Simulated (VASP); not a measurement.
Here is a VASP 6.6.1 calculation.

File INCAR:

```
PREC     = Accurate       # precision mode
ENCUT    = 600            # plane-wave cutoff, eV
EDIFF    = 1E-7           # SCF threshold, eV
ISMEAR   = 0              # smearing method
SIGMA    = 0.1            # smearing width, eV
LREAL    = False          # projectors in reciprocal space
LASPH    = True           # aspherical terms in the spheres
NELM     = 80             # most SCF steps
ALGO     = Fast           # electronic algorithm
ISIF     = 3              # what is computed and relaxed
LWAVE    = False          # write WAVECAR
LCHARG   = False          # write CHGCAR
GGA      = PE             # functional
IBRION   = 2              # ionic algorithm
NSW      = 90             # ionic steps
EDIFFG   = -0.04          # ionic threshold
```

File KPOINTS:

```
regular mesh
0
Gamma
  6 6 6
```

Contents of POSCAR:

```
Ga2O
1.0
    3.7526843800      0.0000000000      0.0000000000
   -1.8763421900      3.2499200000      0.0000000000
    0.0000000000      0.0000000000      3.7370520900
Ga O
2 1
Direct
    0.6666666700      0.3333333300      0.5000000000
    0.3333333300      0.6666666700      0.5000000000
    0.0000000000      0.0000000000      0.0000000000
```

Potentials or basis: VASP PAW PBE potentials, release 64 (Ga_d, O).

Run with:

```console
$ cat potpaw_PBE.64/Ga_d/POTCAR potpaw_PBE.64/O/POTCAR > POTCAR
$ mpirun -np 1 vasp_std > vasp.out
```

Predict the relaxed cell.

a = 4.226 Å, b = 4.226 Å, c = 3.076 Å, α = 90.00°, β = 90.00°, γ = 120.00°.

Estimate the space group after relaxing (to 0.05 Å).

P6/mmm (No. 191).

What does it give for the relaxed volume?

15.86 Å³/atom.

The path:
```
step  energy change (eV)  largest force (eV/Å)  pressure (GPa)  volume (Å³)
   1              0.0000                0.0000           19.21        45.58
   2             -1.1294                0.0000           -6.49        57.86
   3             -1.1658                0.0000           -3.77        55.24
   4             -1.1666                0.0000           -4.09        55.47
   5             -1.3040                0.0000           -3.13        52.54
   6             -1.3978                0.0000           -1.01        49.09
   7             -1.4063                0.0000            0.23        47.59
```
